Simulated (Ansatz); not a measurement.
Crystal: Sb.

```
Sb
1.0
     3.20158    0.00000    0.00000
     0.00000    3.20158    0.00000
     0.00000    0.00000    3.20158
Sb
1
Cartesian
  0.0000 0.0000 0.0000
```

This isn't the form of Sb at room conditions, which is rhombohedral.

The cell isn't the ideal one: volume scaled by 1.04.

* Program: Ansatz 0.2.0
* Task: relaxation of cell and atoms
* Functional: LDA
* Potentials or basis: all-electron LAPW, scalar-relativistic
* Basis error allowed: 0.0005 eV/atom
* k mesh: 8 × 8 × 8
* Occupations: gaussian, width 0.05 eV
* Spin: collinear spin, program default start, total moment locked
* Fixed moment: 0 μB

At the start: volume 32.82 Å³/atom.

**Question.** How do energy, volume and symmetry change on relaxing?

**Answer.** Over 3 steps the energy falls by 113.8 meV/atom and the volume is 28.35 Å³/atom (-13.6 %); space group Pm-3m (No. 221, to 0.05 Å).

Step by step:
```
step  energy change (eV)  largest force (eV/Å)  volume (Å³)
   1              0.0000                0.0000        32.82
   2             -0.1139                0.0000        28.35
   3             -0.1138                0.0000        28.35
```

Final structure:
```
Sb
1.0
     3.04936    0.00000    0.00000
     0.00000    3.04936    0.00000
     0.00000    0.00000    3.04936
Sb
1
Direct
  0.00000 0.00000 0.00000
```

Caveat: the total moment is fixed, so each spin has its own Fermi level.
